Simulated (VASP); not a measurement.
A run of VASP 6.6.1 is set up as follows.

POSCAR

```
BP
1.0
    0.0000000000      2.2690000000      2.2690000000
    2.2690000000      0.0000000000      2.2690000000
    2.2690000000      2.2690000000      0.0000000000
P B
1 1
Direct
    0.7500000000      0.7500000000      0.7500000000
    0.0000000000      0.0000000000      0.0000000000
```

File INCAR.step1:

```
SYSTEM = BP
PREC = Accurate ; ENCUT = 500
EDIFF = 1E-8 ; ISMEAR = 0
SIGMA = 0.01 ; LREAL = .FALSE.
LASPH = .TRUE. ; NELM = 100
ALGO = Normal ; LWAVE = .TRUE.
LCHARG = .FALSE. ; GGA = PE
KPAR = 4
```

Contents of INCAR.step2:

```
SYSTEM = BP
PREC = Accurate ; ENCUT = 500
EDIFF = 1E-8 ; ISMEAR = 0
SIGMA = 0.01 ; LREAL = .FALSE.
LASPH = .TRUE. ; NELM = 1
ALGO = Exact ; LWAVE = .TRUE.
LCHARG = .FALSE. ; GGA = PE
NBANDS = 154 ; LOPTICS = .TRUE.
ISTART = 1 ; KPAR = 4
```

The input INCAR.step3:

```
SYSTEM = BP
PREC = Accurate ; ENCUT = 500
EDIFF = 1E-8 ; ISMEAR = 0
SIGMA = 0.01 ; LREAL = .FALSE.
LASPH = .TRUE. ; ALGO = EVGW0
LWAVE = .FALSE. ; LCHARG = .FALSE.
GGA = PE ; NELMGW = 4
NBANDS = 154 ; ENCUTGW = 200
NOMEGA = 50 ; PRECFOCK = Fast
ISTART = 1 ; NBANDSGW = 12
KPAR = 4
```

Contents of KPOINTS:

```
regular mesh
0
G
  6 6 6
  0 0 0
```

Potentials or basis: VASP PAW PBE potentials, release 64 (P_GW, B_GW).

Command:

```sh
$ cat potpaw_PBE.64/P_GW/POTCAR potpaw_PBE.64/B_GW/POTCAR > POTCAR
$ cp INCAR.step1 INCAR
$ mpirun -np 4 vasp_std > vasp.out
$ cp INCAR.step2 INCAR
$ mpirun -np 4 vasp_std > vasp.out
$ cp INCAR.step3 INCAR
$ mpirun -np 4 vasp_std > vasp.out
```

Question: Predict the quasiparticle gap.

Answer: 2.15 eV.

Question: What does it give for the least direct quasiparticle gap?

Answer: 4.47 eV.

Question: Predict the band gap on the k mesh, mean-field level.

Answer: 1.33 eV, indirect (least direct gap 3.40 eV).

Quasiparticle gap after each update of the energies (eV): 2.04, 2.13, 2.15, 2.15

Caveat: bands, screening cutoff and mesh are small and nothing is extrapolated, so the quasiparticle values aren't converged. A k mesh can miss the band edges.
